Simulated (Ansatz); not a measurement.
**Mo (Im-3m), an elastic constant from a strain scan**

Level of theory: DFT PBEsol, scalar-relativistic, plane waves, PAW in Ansatz. The runs took a 420 eV cutoff, a Γ-centred 26×26×26 mesh and Gaussian smearing (0.15 eV). No spin polarisation. Energies are free energies at this smearing, counted from the undisturbed cell; pressure is positive in compression.

The starting cell (relaxed at this level; with this scan's settings it stands at 0.1 GPa):

```yaml
crystal:
  lattice:
    - [-1.56465, 1.56465, 1.56465]
    - [1.56465, -1.56465, 1.56465]
    - [1.56465, 1.56465, -1.56465]
  atoms:
    - { symbol: Mo, position: [0.00000, 0.00000, 0.00000] }
```

The cell is strained by ε times the Voigt pattern (0, 1, 0, 0, 0, 0) (xx, yy, zz, yz, xz, xy; engineering shear) with fractional coordinates fixed. The cell holds 1 atom in V0 = 15.32 Å³. The stress column is τ = (1/V0) dE/dε, got from the stress tensor σ (compression positive) at each point as −det(1 + εP) σ : P(1 + εP)⁻¹, with P the pattern as a tensor.

```
      ε  ΔE (meV/atom)  τ (GPa)
-0.0400         41.937  -22.659
-0.0300         23.211  -16.553
-0.0200         10.179  -10.754
-0.0100          2.543   -5.269
 0.0000          0.000   -0.103
 0.0100          2.242    4.738
 0.0200          8.959    9.255
 0.0300         19.843   13.456
 0.0350         26.755   15.443
 0.0400              ?        ?
```

Task: Which combination of elastic constants does this scan measure, and how large is it?

Result: For small ε, τ = τ0 + Kε with K = pᵀCp, which for this pattern is C11 in the cubic axes. The parabola through τ at ε = -0.0100, 0 and 0.0100 has slope K = 500 GPa at zero. The energies per cell, E = NΔE, of the same two points give K = 2[E(ε₊)/ε₊ − E(ε₋)/ε₋]/[(ε₊ − ε₋)V0] = 500 GPa, in agreement.

Task: Predict the withheld row at ε = 0.0400 from the harmonic law, and compare.

Result: ΔE = V0(τ0 ε + Kε²/2)/N = 37.888 meV/atom and τ = 19.91 GPa. The calculation gives 34.600 meV/atom and 17.36 GPa: the energy lies 9 % below the harmonic value, as bonds soften when stretched.

In a metal these slopes depend on the k mesh and the smearing.